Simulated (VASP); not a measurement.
# BN (Qingsongite): zone-centre modes, functional by functional, part 2 of 3

How much do the zone-centre frequencies of BN (Qingsongite) depend on the functional? The starting structure is a measured crystal structure from the Crystallography Open Database.

VASP 6.6.1.

Results so far: LDA T2 1067.2 cm⁻¹.

**3. Modes with LDA at the measured cell**

Level of this step: LDA; plane waves and PAW (N, B) (VASP).

A relaxation of the atoms in the fixed cell, not shown, had nothing to move.

The input, INCAR:

```
SYSTEM = BN
PREC = Accurate
ENCUT = 520
EDIFF = 1E-08
NELM = 100
ISMEAR = 0
SIGMA = 0.03
LREAL = .FALSE.
ALGO = Normal
GGA = CA
NBANDS = 10
LORBIT = 11
LWAVE = .FALSE.
LCHARG = .FALSE.
KPAR = 2
IBRION = 8
LEPSILON = .TRUE.
ISIF = 2
```

The input, POSCAR:

```
BN
1.0
    0.0000000000      1.8075000000      1.8075000000
    1.8075000000      0.0000000000      1.8075000000
    1.8075000000      1.8075000000      0.0000000000
N B
1 1
Direct
    0.7500000000      0.7500000000      0.7500000000
    0.0000000000      0.0000000000      0.0000000000
```

The input, KPOINTS:

```
Automatic mesh
0
Gamma
14 14 14
0 0 0
```

Potentials, in the order of the species: N and B (LDA family, release 64).

Launch:

```sh
$ mpirun -np 2 vasp_std
```

What it wrote:

```text
[... set-up lines as in an earlier step ...]
 entering main loop
       N       E                     dE             d eps       ncg     rms          rms(c)
DAV:   1     0.712332160551E+01    0.71233E+01   -0.49792E+03  2160   0.785E+02
DAV:   2    -0.201141006709E+02   -0.27237E+02   -0.26318E+02  2530   0.155E+02
DAV:   3    -0.205344303079E+02   -0.42033E+00   -0.41958E+00  2418   0.166E+01
DAV:   4    -0.205349324926E+02   -0.50218E-03   -0.50217E-03  2260   0.685E-01
[...]
DAV:  11    -0.194045531413E+02   -0.49505E-06   -0.18268E-06  2322   0.963E-03    0.625E-03
DAV:  12    -0.194045530697E+02    0.71572E-07   -0.52493E-07  2286   0.446E-03    0.215E-04
DAV:  13    -0.194045530708E+02   -0.10600E-08   -0.84071E-09  1322   0.916E-04
   1 F= -.19404553E+02 E0= -.19404553E+02  d E =-.570671E-23
 Linear response reoptimize wavefunctions to high precision
DAV:   1    -0.194045530708E+02   -0.78899E-10   -0.20056E-10  1406   0.165E-04
 Linear response G [H, r] |phi>, progress :
  Direction:   1
       N       E                     dE             d eps       ncg     rms
[...]
RMM:  11    -0.226592497575E+00   -0.13665E-08   -0.11614E-07  9821   0.110E-05    0.203E-08
 first order change of Fermi-energy   0.15018E-03
 force on displaced ion       1 direction 1 : -23.951   0.000   0.000
 Born effective charge ion    1 direction 1 :  -1.886   0.000   0.000
 Linear response progress:
  Degree of freedom:   2/  2
       N       E                     dE             d eps       ncg     rms          rms(c)
RMM:   1    -0.411506926920E-01   -0.41151E-01   -0.23511E-02 21787   0.133E+00
RMM:   2    -0.357788783033E-01    0.53718E-02    0.39880E-04 13160   0.238E-01    0.142E-01
RMM:   3    -0.358325817243E-01   -0.53703E-04    0.11748E-04 13686   0.739E-02    0.798E-02
RMM:   4    -0.361064872632E-01   -0.27391E-03    0.13196E-05 13705   0.844E-02    0.743E-03
[...]
RMM:   9    -0.361050822315E-01    0.49093E-07    0.16550E-07 14601   0.124E-05    0.883E-07
RMM:  10    -0.361050796741E-01    0.25573E-08    0.18341E-07  9543   0.549E-06    0.330E-07
RMM:  11    -0.361050809240E-01   -0.12499E-08    0.16013E-07  7809   0.551E-06    0.109E-08
 first order change of Fermi-energy  -0.51172E-05
 force on displaced ion       2 direction 1 : -23.951   0.000   0.000
 Born effective charge ion    2 direction 1 :   1.887   0.000   0.000
 Born effective charges drift removed
 Linear response finished
```

The job ended after 79 s (2 MPI ranks of Intel Xeon 6975P-C (Granite Rapids), shared host; peak memory 0.45 GiB).

From OUTCAR (step 3):

```text
  Total       -0.7440383     -0.7440383     -0.7440383      0.0000000      0.0000000     -0.0000000
  in kB     -100.9348021   -100.9348021   -100.9348021      0.0000000      0.0000000     -0.0000000
  external PRESSURE =    -100.9348021 kB  Pullay stress =       0.0000000 kB

 POSITION                                       TOTAL-FORCE (eV/Angst)
 -----------------------------------------------------------------------------------
      2.71125      2.71125      2.71125         0.000000      0.000000      0.000000
      0.00000      0.00000      0.00000        -0.000000     -0.000000     -0.000000
 -----------------------------------------------------------------------------------
    total drift:                                0.000000      0.000000      0.000000

 MACROSCOPIC STATIC DIELECTRIC TENSOR (including local field effects in DFT)
 ------------------------------------------------------
           4.590413    -0.000000     0.000000
           0.000000     4.590413    -0.000000
          -0.000000     0.000000     4.590413
 ------------------------------------------------------

 MACROSCOPIC STATIC DIELECTRIC TENSOR IONIC CONTRIBUTION
 ------------------------------------------------------
           2.276857     0.000000    -0.000000
           0.000000     2.276857    -0.000000
          -0.000000    -0.000000     2.276857
 ------------------------------------------------------

[... 1 part as in an earlier step ...]

[... 1 further part left out ...]
```

With LDA at the measured cell the mode is T2 1033.3 cm⁻¹, -33.9 cm⁻¹ from LDA.

**4. Modes with PBEsol**

PBEsol restores the gradient expansion of exchange and is tuned for the cells of solids. The cell comes from a relaxation at this level, not shown (11.74 Å³).

INCAR: that of step 3 with these lines changed.

```diff
@@ -9,3 +9,3 @@
 ALGO = Normal
-GGA = CA
+GGA = PS
 NBANDS = 10
```

The input, POSCAR:

```
BN
1.0
    0.0000000000      1.8037906650      1.8037906650
    1.8037906650      0.0000000000      1.8037906650
    1.8037906650      1.8037906650      0.0000000000
N B
1 1
Direct
    0.7500000000      0.7500000000      0.7500000000
    0.0000000000      0.0000000000      0.0000000000
```

KPOINTS is that of step 3.

The projector-augmented-wave data sets are N and B (PBE family, release 64).

Launch:

```sh
$ mpirun -np 2 vasp_std
```

What it wrote:

```text
[banner, memory and clock lines left out]
running    2 mpi-ranks, on    1 nodes
[...]
|                                                                             |
|               ----> ADVICE to this user running VASP <----                  |
|                                                                             |
|     You enforced a specific xc type in the INCAR file but a different       |
|     [... a line on the potential file left out ...]
|     I HOPE YOU KNOW WHAT YOU ARE DOING!                                     |
|                                                                             |

 LDA part: xc-table for (Slater+PW92), standard interpolation
 POSCAR, INCAR and KPOINTS ok, starting setup
[...]
entering main loop
       N       E                     dE             d eps       ncg     rms          rms(c)
DAV:   1     0.858090049779E+01    0.85809E+01   -0.50702E+03  2146   0.797E+02
DAV:   2    -0.188211752438E+02   -0.27402E+02   -0.26643E+02  2502   0.171E+02
[...]
RMM:  11    -0.229529264871E+00   -0.56352E-08    0.13916E-07 10927   0.101E-05    0.617E-08
 first order change of Fermi-energy   0.15560E-03
 force on displaced ion       1 direction 1 : -24.764  -0.000  -0.000
 Born effective charge ion    1 direction 1 :  -1.891   0.000   0.000
 Linear response progress:
  Degree of freedom:   2/  2
       N       E                     dE             d eps       ncg     rms          rms(c)
RMM:   1    -0.407163987896E-01   -0.40716E-01   -0.22843E-02 21499   0.138E+00
RMM:   2    -0.356563637735E-01    0.50600E-02   -0.99839E-05 13174   0.293E-01    0.138E-01
RMM:   3    -0.356893342797E-01   -0.32971E-04    0.71001E-05 13762   0.716E-02    0.781E-02
RMM:   4    -0.359461421917E-01   -0.25681E-03    0.56339E-06 13741   0.817E-02    0.758E-03
[...]
RMM:   9    -0.359393369507E-01    0.63193E-07   -0.53639E-06 14657   0.167E-05    0.146E-06
RMM:  10    -0.359393063153E-01    0.30635E-07   -0.50444E-06 11812   0.856E-06    0.365E-07
RMM:  11    -0.359393002157E-01    0.60996E-08   -0.50381E-06  7726   0.800E-06    0.392E-08
 first order change of Fermi-energy  -0.41829E-05
 force on displaced ion       2 direction 1 : -24.767   0.000   0.000
 Born effective charge ion    2 direction 1 :   1.892   0.000   0.000
 Born effective charges drift removed
 Linear response finished
```

It took 1.8 min on 2 MPI ranks; peak memory 0.45 GiB; 3.5 min of CPU time.

OUTCAR, selected parts (step 4):

```text
  Total        0.0006358      0.0006358      0.0006358     -0.0000000      0.0000000     -0.0000000
  in kB        0.0867836      0.0867836      0.0867836     -0.0000000      0.0000000     -0.0000000
  external PRESSURE =       0.0867836 kB  Pullay stress =       0.0000000 kB

 POSITION                                       TOTAL-FORCE (eV/Angst)
 -----------------------------------------------------------------------------------
      2.70569      2.70569      2.70569         0.000000     -0.000000      0.000000
      0.00000      0.00000      0.00000        -0.000000      0.000000     -0.000000
 -----------------------------------------------------------------------------------
    total drift:                               -0.000000     -0.000000     -0.000000

 MACROSCOPIC STATIC DIELECTRIC TENSOR (including local field effects in DFT)
 ------------------------------------------------------
           4.615641     0.000000    -0.000000
          -0.000000     4.615641     0.000000
           0.000000    -0.000000     4.615641
 ------------------------------------------------------

 MACROSCOPIC STATIC DIELECTRIC TENSOR IONIC CONTRIBUTION
 ------------------------------------------------------
           2.227838     0.000000     0.000000
           0.000000     2.227838    -0.000000
           0.000000    -0.000000     2.227838
 ------------------------------------------------------

[... 1 part as in an earlier step ...]

[... 1 further part left out ...]
```

With PBEsol the mode is T2 1050.7 cm⁻¹, -16.5 cm⁻¹ from LDA.

**5. Modes with PBE**

PBE, the usual starting point, adds the gradient of the density. The cell comes from a relaxation at this level, not shown (11.91 Å³).

INCAR: that of step 4 with these lines changed.

```diff
@@ -9,3 +9,3 @@
 ALGO = Normal
-GGA = PS
+GGA = PE
 NBANDS = 10
```

The input, POSCAR:

```
BN
1.0
    0.0000000000      1.8127200291      1.8127200291
    1.8127200291      0.0000000000      1.8127200291
    1.8127200291      1.8127200291      0.0000000000
N B
1 1
Direct
    0.7500000000      0.7500000000      0.7500000000
    0.0000000000      0.0000000000      0.0000000000
```

KPOINTS is that of step 4.

Launch:

```sh
$ mpirun -np 2 vasp_std
```

What it wrote:

```text
[banner, memory and clock lines left out]
running    2 mpi-ranks, on    1 nodes
[...]
LDA part: xc-table for (Slater+PW92), standard interpolation
 POSCAR, INCAR and KPOINTS ok, starting setup
[...]
entering main loop
       N       E                     dE             d eps       ncg     rms          rms(c)
DAV:   1     0.100642700820E+02    0.10064E+02   -0.50284E+03  2136   0.793E+02
DAV:   2    -0.179126234406E+02   -0.27977E+02   -0.27054E+02  2528   0.171E+02
DAV:   3    -0.184021390984E+02   -0.48952E+00   -0.48872E+00  2444   0.201E+01
DAV:   4    -0.184028125777E+02   -0.67348E-03   -0.67346E-03  2248   0.794E-01
[...]
DAV:  11    -0.174510233832E+02   -0.52587E-05   -0.10543E-05  2410   0.275E-02    0.105E-02
DAV:  12    -0.174510233442E+02    0.38981E-07   -0.19938E-06  2328   0.101E-02    0.635E-04
DAV:  13    -0.174510233425E+02    0.17005E-08   -0.27915E-08  2290   0.173E-03
   1 F= -.17451023E+02 E0= -.17451023E+02  d E =-.592275E-40
 Linear response reoptimize wavefunctions to high precision
[...]
RMM:  10    -0.230727210138E+00   -0.97440E-08   -0.55909E-08 13503   0.746E-06    0.113E-06
 first order change of Fermi-energy   0.16135E-03
 force on displaced ion       1 direction 1 : -23.829   0.000   0.000
 Born effective charge ion    1 direction 1 :  -1.906   0.000   0.000
 Linear response progress:
  Degree of freedom:   2/  2
       N       E                     dE             d eps       ncg     rms          rms(c)
RMM:   1    -0.404901211484E-01   -0.40490E-01   -0.21506E-02 21504   0.138E+00
RMM:   2    -0.355532702415E-01    0.49369E-02   -0.18914E-04 13148   0.295E-01    0.135E-01
RMM:   3    -0.356046463746E-01   -0.51376E-04    0.52872E-05 13771   0.701E-02    0.767E-02
RMM:   4    -0.358755720053E-01   -0.27093E-03   -0.11385E-05 13805   0.829E-02    0.764E-03
[...]
RMM:   9    -0.358571314530E-01    0.42900E-07    0.37219E-07 14708   0.145E-05    0.258E-06
RMM:  10    -0.358571295468E-01    0.19062E-08    0.38689E-07 12948   0.557E-06    0.480E-07
RMM:  11    -0.358571311571E-01   -0.16103E-08    0.36059E-07  9473   0.328E-06    0.843E-08
 first order change of Fermi-energy  -0.37363E-05
 force on displaced ion       2 direction 1 : -23.831   0.000   0.000
 Born effective charge ion    2 direction 1 :   1.907   0.000   0.000
 Born effective charges drift removed
 Linear response finished
```

It took 1.7 min on 2 MPI ranks; peak memory 0.46 GiB; 3.3 min of CPU time.

Parts of OUTCAR (step 5):

```text
  Total        0.0003944      0.0003944      0.0003944      0.0000000      0.0000000      0.0000000
  in kB        0.0530383      0.0530383      0.0530383      0.0000000      0.0000000      0.0000000
  external PRESSURE =       0.0530383 kB  Pullay stress =       0.0000000 kB

 POSITION                                       TOTAL-FORCE (eV/Angst)
 -----------------------------------------------------------------------------------
      2.71908      2.71908      2.71908        -0.000000      0.000000     -0.000000
      0.00000      0.00000      0.00000         0.000000     -0.000000      0.000000
 -----------------------------------------------------------------------------------
    total drift:                               -0.000000     -0.000000     -0.000000

 MACROSCOPIC STATIC DIELECTRIC TENSOR (including local field effects in DFT)
 ------------------------------------------------------
           4.601225    -0.000000     0.000000
          -0.000000     4.601225     0.000000
          -0.000000     0.000000     4.601225
 ------------------------------------------------------

 MACROSCOPIC STATIC DIELECTRIC TENSOR IONIC CONTRIBUTION
 ------------------------------------------------------
           2.316528    -0.000000    -0.000000
          -0.000000     2.316528    -0.000000
          -0.000000     0.000000     2.316528
 ------------------------------------------------------

[... 1 part as in an earlier step ...]

[... 1 further part left out ...]
```

With PBE the mode is T2 1030.7 cm⁻¹, -36.5 cm⁻¹ from LDA.

**6. Modes with PBEsol + D3(BJ)**

D3 with Becke-Johnson damping keeps a finite attraction at short range. The cell comes from a relaxation at this level, not shown (11.62 Å³).

INCAR: that of step 5 with these lines changed.

```diff
@@ -9,3 +9,4 @@
 ALGO = Normal
-GGA = PE
+GGA = PS
+IVDW = 12
 NBANDS = 10
@@ -15,4 +16,6 @@
 KPAR = 2
-IBRION = 8
-LEPSILON = .TRUE.
+IBRION = 6
+NFREE = 2
+POTIM = 0.015
+NSW = 1
 ISIF = 2
```

The input, POSCAR:

```
BN
1.0
    0.0000000000      1.7975614561      1.7975614561
    1.7975614561      0.0000000000      1.7975614561
    1.7975614561      1.7975614561      0.0000000000
N B
1 1
Direct
    0.7500000000      0.7500000000      0.7500000000
    0.0000000000      0.0000000000      0.0000000000
```

KPOINTS is that of step 5.

Launch:

```sh
$ mpirun -np 2 vasp_std
```

What it wrote:

```text
[banner, memory and clock lines left out]
running    2 mpi-ranks, on    1 nodes
[...]
[... a notice as in an earlier step ...]

 LDA part: xc-table for (Slater+PW92), standard interpolation
 POSCAR, INCAR and KPOINTS ok, starting setup
[...]
entering main loop
       N       E                     dE             d eps       ncg     rms          rms(c)
DAV:   1     0.862582656685E+01    0.86258E+01   -0.51317E+03  2176   0.795E+02
DAV:   2    -0.188604815005E+02   -0.27486E+02   -0.26699E+02  2456   0.169E+02
DAV:   3    -0.193160089907E+02   -0.45553E+00   -0.45496E+00  2422   0.196E+01
DAV:   4    -0.193166006827E+02   -0.59169E-03   -0.59167E-03  2286   0.749E-01
[...]
DAV:  11    -0.183451672179E+02   -0.17439E-05   -0.48073E-06  2354   0.171E-02    0.819E-03
DAV:  12    -0.183451672001E+02    0.17726E-07   -0.12278E-06  2340   0.782E-03    0.332E-04
DAV:  13    -0.183451671971E+02    0.30067E-08   -0.13971E-08  1810   0.128E-03
   1 F= -.18637901E+02 E0= -.18637901E+02  d E =-.274052E-24
[... from here on, the cycles between the ionic steps are left out ...]
   2 F= -.18635044E+02 E0= -.18635044E+02  d E =-.175214E-31
   3 F= -.18635044E+02 E0= -.18635044E+02  d E =-.175699E-31
   4 F= -.18635044E+02 E0= -.18635044E+02  d E =-.174787E-31
   5 F= -.18635044E+02 E0= -.18635044E+02  d E =-.176119E-31
 Finite differences progress:
  Degree of freedom:   2/  2
  Displacement:        2/  2
  Total:               4/  4
```

It took 40 s on 2 MPI ranks; peak memory 0.4 GiB; 77 s of CPU time.

From OUTCAR (step 6):

```text
 Edisp (eV)   -0.29273

 Edisp (eV)   -0.29273

  Total       0.00293     0.00590     0.00590     0.00000     0.04823     0.00000
  in kB       0.40444     0.81374     0.81374     0.00000     6.65239     0.00000
  external pressure =        0.68 kB  Pullay stress =        0.00 kB

 POSITION                                       TOTAL-FORCE (eV/Angst)
 -----------------------------------------------------------------------------------
      2.69634      2.69634      2.69634        -0.380836     -0.000000     -0.000000
     -0.01500      0.00000      0.00000         0.380836      0.000000      0.000000
 -----------------------------------------------------------------------------------
    total drift:                                0.000024     -0.000001     -0.000001

  FREE ENERGIE OF THE ION-ELECTRON SYSTEM (eV)
  ---------------------------------------------------
  free  energy   TOTEN  =       -18.6350438622 eV

  energy  without entropy=      -18.6350438622  energy(sigma->0) =      -18.63504386

[... 1 part as in an earlier step ...]

[... 2 further parts left out ...]
[key lines of the parts left out:]
E-fermi :   7.9365
```

The last energy, forces and stress in OUTCAR belong to the last displaced cell, not to that of POSCAR.

With PBEsol + D3(BJ) the mode is T2 1063.8 cm⁻¹, -3.4 cm⁻¹ from LDA.

**7. Modes with r2SCAN**

r2SCAN adds the kinetic-energy density, costs more than a GGA and is run with LASPH. The cell comes from a relaxation at this level, not shown (11.79 Å³).

INCAR: that of step 6 with these lines changed.

```diff
@@ -9,4 +9,4 @@
 ALGO = Normal
-GGA = PS
-IVDW = 12
+METAGGA = R2SCAN
+LASPH = .TRUE.
 NBANDS = 10
```

The input, POSCAR:

```
BN
1.0
    0.0000000000      1.8065501681      1.8065501681
    1.8065501681      0.0000000000      1.8065501681
    1.8065501681      1.8065501681      0.0000000000
N B
1 1
Direct
    0.7500000000      0.7500000000      0.7500000000
    0.0000000000      0.0000000000      0.0000000000
```

KPOINTS is that of step 6.

Launch:

```sh
$ mpirun -np 2 vasp_std
```

What it wrote:

```text
[banner, memory and clock lines left out]
running    2 mpi-ranks, on    1 nodes
[...]
[... a notice as in an earlier step ...]

 LDA part: xc-table for (None), standard interpolation
 POSCAR, INCAR and KPOINTS ok, starting setup
[...]
entering main loop
       N       E                     dE             d eps       ncg     rms          rms(c)
DAV:   1     0.634419790488E+01    0.63442E+01   -0.52596E+03  2136   0.822E+02
DAV:   2    -0.218851807192E+02   -0.28229E+02   -0.27336E+02  2482   0.175E+02
DAV:   3    -0.224167191528E+02   -0.53154E+00   -0.53067E+00  2466   0.211E+01
DAV:   4    -0.224174952789E+02   -0.77613E-03   -0.77610E-03  2264   0.852E-01
[...]
DAV:  13    -0.191717746624E+02   -0.10207E-06   -0.26558E-07  2342   0.352E-03    0.893E-04
DAV:  14    -0.191717746883E+02   -0.25894E-07   -0.12922E-08  1288   0.107E-03    0.290E-04
DAV:  15    -0.191717746871E+02    0.11423E-08   -0.12027E-09  1144   0.302E-04
   1 F= -.19171775E+02 E0= -.19171775E+02  d E =-.104610E-25
[... from here on, the cycles between the ionic steps are left out ...]
   2 F= -.19169040E+02 E0= -.19169040E+02  d E =-.646647E-35
   3 F= -.19169040E+02 E0= -.19169040E+02  d E =-.643653E-35
   4 F= -.19169039E+02 E0= -.19169039E+02  d E =-.646757E-35
   5 F= -.19169039E+02 E0= -.19169039E+02  d E =-.647075E-35
 Finite differences progress:
  Degree of freedom:   2/  2
  Displacement:        2/  2
  Total:               4/  4
```

The job ended after 2.5 min (2 MPI ranks; peak memory 0.38 GiB).

OUTCAR, selected parts (step 7):

```text
  Total        0.0042737      0.0063504      0.0063504      0.0000000      0.0136900      0.0000000
  in kB        0.5806775      0.8628457      0.8628457      0.0000000      1.8600932      0.0000000
  external PRESSURE =       0.7687896 kB  Pullay stress =       0.0000000 kB

 POSITION                                       TOTAL-FORCE (eV/Angst)
 -----------------------------------------------------------------------------------
      2.70983      2.70983      2.70983        -0.364630      0.000000      0.000000
     -0.01500      0.00000      0.00000         0.364630     -0.000000     -0.000000
 -----------------------------------------------------------------------------------
    total drift:                                0.000055     -0.000001     -0.000001

  FREE ENERGIE OF THE ION-ELECTRON SYSTEM (eV)
  ---------------------------------------------------
  free  energy   TOTEN  =       -19.1690393905 eV

  energy  without entropy=      -19.1690393905  energy(sigma->0) =      -19.16903939

[... 1 part as in an earlier step ...]

[... 2 further parts left out ...]
[key lines of the parts left out:]
E-fermi :   7.6482
```

With r2SCAN the mode is T2 1040.9 cm⁻¹, -26.3 cm⁻¹ from LDA.

(Part 2 of 3 ends here.)

[Lines on the potential files, build, host, timing and source positions are cut from VASP's logs without a mark.]

[Logs are printed without paths, hosts, clocks, repeated set-up lines and the standing remarks that a program may print on its own settings, such as how far it seeks lower states.]

[Hosts, paths, dates, database ids (printed as entryN), source tags and the programs' standing remarks are cut or masked in the printed files.]
